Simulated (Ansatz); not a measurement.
Steps from a short run of molecular dynamics on a 2×2×1 supercell (12 atoms) of HfS2 (P-3m1), relaxed with r2SCAN+rVV10; forces from PBE in Ansatz, 3×3×2 mesh, Fermi-Dirac smearing of 0.020 eV, a Langevin thermostat at fixed volume, set at 200 K. Spin polarisation is off, nuclei are classical, and the run is far too short for thermal averages.

Cell vectors in Å:
```
 7.2605  0.0000  0.0000
-3.6302  6.2878  0.0000
 0.0000  0.0000  5.8787
```

Question: At 3 fs the positions in Å are
```
Hf   0.003   0.000   0.004
S    1.818   1.057   4.431
S    0.009   2.087   1.439
Hf  -1.820   3.140  -0.003
S    0.004   4.198   4.434
S   -1.819   5.245   1.440
Hf   3.633   0.000   0.002
S    5.440   1.051   4.446
S    3.636   2.101   1.431
Hf   1.815   3.143  -0.005
S    3.622   4.187   4.450
S    1.818   5.245   1.445
```
What are the forces, and how far does the free energy (smearing included) lie above that of step 0, with the atoms on their sites?

Answer: 0.4 meV an atom; forces in eV/Å:
```
Hf   0.015   0.035  -0.036
S   -0.025  -0.074  -0.017
S   -0.064   0.086   0.085
Hf   0.110   0.054   0.026
S   -0.042  -0.019  -0.030
S    0.045  -0.044   0.078
Hf  -0.041  -0.045  -0.013
S    0.055  -0.012  -0.162
S   -0.030  -0.010   0.187
Hf  -0.077   0.004   0.047
S    0.086   0.056  -0.210
S   -0.034  -0.031   0.046
```

Question: At 15 fs the positions in Å are
```
Hf   0.014   0.003   0.018
S    1.810   1.081   4.389
S    0.045   2.064   1.439
Hf  -1.839   3.124  -0.012
S    0.016   4.224   4.404
S   -1.834   5.274   1.447
Hf   3.644   0.007   0.013
S    5.413   1.049   4.480
S    3.648   2.127   1.426
Hf   1.811   3.150  -0.022
S    3.597   4.156   4.480
S    1.812   5.264   1.477
```
What are the forces, and how far does the free energy (smearing included) lie above that of step 0, with the atoms on their sites?

Answer: 8.4 meV an atom; forces in eV/Å:
```
Hf   0.094   0.091  -0.115
S   -0.056  -0.248   0.367
S   -0.317   0.305   0.056
Hf   0.435   0.324   0.178
S   -0.172  -0.071   0.311
S    0.169  -0.261  -0.022
Hf  -0.296  -0.250   0.026
S    0.290   0.028  -0.513
S   -0.114  -0.097   0.311
Hf  -0.370  -0.076   0.195
S    0.410   0.375  -0.559
S   -0.072  -0.121  -0.235
```

Question: At 21 fs the positions in Å are
```
Hf   0.022   0.003   0.023
S    1.797   1.084   4.365
S    0.061   2.060   1.442
Hf  -1.850   3.116  -0.018
S    0.015   4.243   4.388
S   -1.831   5.288   1.451
Hf   3.647   0.011   0.019
S    5.405   1.045   4.493
S    3.645   2.134   1.422
Hf   1.809   3.153  -0.029
S    3.589   4.151   4.483
S    1.808   5.269   1.495
```
What are the forces, and how far does the free energy (smearing included) lie above that of step 0, with the atoms on their sites?

Answer: 14.2 meV an atom; forces in eV/Å:
```
Hf   0.091   0.133  -0.108
S   -0.027  -0.234   0.574
S   -0.427   0.350   0.003
Hf   0.593   0.442   0.212
S   -0.177  -0.152   0.474
S    0.143  -0.371  -0.049
Hf  -0.369  -0.386   0.017
S    0.381   0.088  -0.640
S   -0.115  -0.079   0.366
Hf  -0.532  -0.092   0.179
S    0.511   0.447  -0.623
S   -0.071  -0.146  -0.405
```
